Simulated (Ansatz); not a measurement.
Rows from a G0W0 calculation on Ga16P15N (quasi-random alloy, started on the GaP lattice) (I-43m) (Ansatz 0.2.0; G0W0 on LDA, plane waves, PAW; 2×2×2 mesh, 1077 empty bands, screening to 85 eV), in eV. Spin-orbit coupling is left out.

```csv
row,k,band,start,Σx,Σc at the solution,Vxc
A,Γ,v1,7.476,-17.472,1.405,-15.887
B,Γ,c1,8.435,-9.039,-3.795,-13.350
C,Γ,c4,9.207,-8.107,-3.892,-12.466
D,Γ,v4,6.406,-16.671,1.710,-14.725
E,Γ,c2,8.854,-7.306,-3.774,-11.390
```

Q: Work out each quasiparticle level and how far it moved.

The quasiparticle equation reads E = start + Σx + Σc(E) − Vxc.

```csv
row,E (eV),shift (eV)
A,7.296,−0.180
B,8.950,+0.515
C,9.673,+0.466
D,6.170,−0.236
E,9.165,+0.311
```

Limits: not at the basis limit; no spin-orbit coupling; coarse k mesh.

[Paths, hosts, dates, memory and timing lines, banners, echoed tables and standing remarks are left out of the program output.]

[Logs are printed without paths, hosts, clocks, repeated set-up lines and the standing remarks that a program may print on its own settings, such as how far it seeks lower states.]

[Runs of the session that timed out or met a known fault of the program may be left out.]

[Cells called generated may have been cut or substituted from an entry of the Crystallography Open Database or the Materials Project.]

[Hosts, paths, dates, database ids (printed as entryN), source tags and the programs' standing remarks are cut or masked in the printed files.]
